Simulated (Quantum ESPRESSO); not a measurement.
Crystal: HfN.

```
CELL_PARAMETERS angstrom
2.82503 0.00000 0.00000
0.00000 2.82503 0.00000
0.00000 0.00000 2.82503
ATOMIC_POSITIONS crystal
Hf 0.50000 0.50000 0.50000
N 0.00000 0.00000 0.00000
```

The cell was built by a generator and needn't be a form met in nature.

Base run:

| Property | Result |
| --- | --- |
| Program | Quantum ESPRESSO 7.5 |
| Functional | PBE |
| Potentials or basis | GBRV 1.5 PBE |
| Cutoff | 612 eV |
| Density cutoff | 4898 eV |
| k mesh | 9 × 9 × 9 |
| Occupations | fermi-dirac, width 0.05 eV |
| Spin | no spin polarisation |

Its results: band gap on the k mesh none (metal or under the smearing width); pressure -1.2 GPa.

**Question.** The run is repeated on the same cell with these changes: potentials or basis from GBRV 1.5 PBE to SG15 PBE 1.2; cutoff from 612 eV to 1197 eV; density cutoff from 4898 eV to 4789 eV; valence electrons from 17 to 31. What comes out?

**Answer.** Band gap on the k mesh none (metal or under the smearing width); pressure 0.5 GPa.

Caveats: spin-orbit coupling is left out, which moves the levels of the heavy elements.
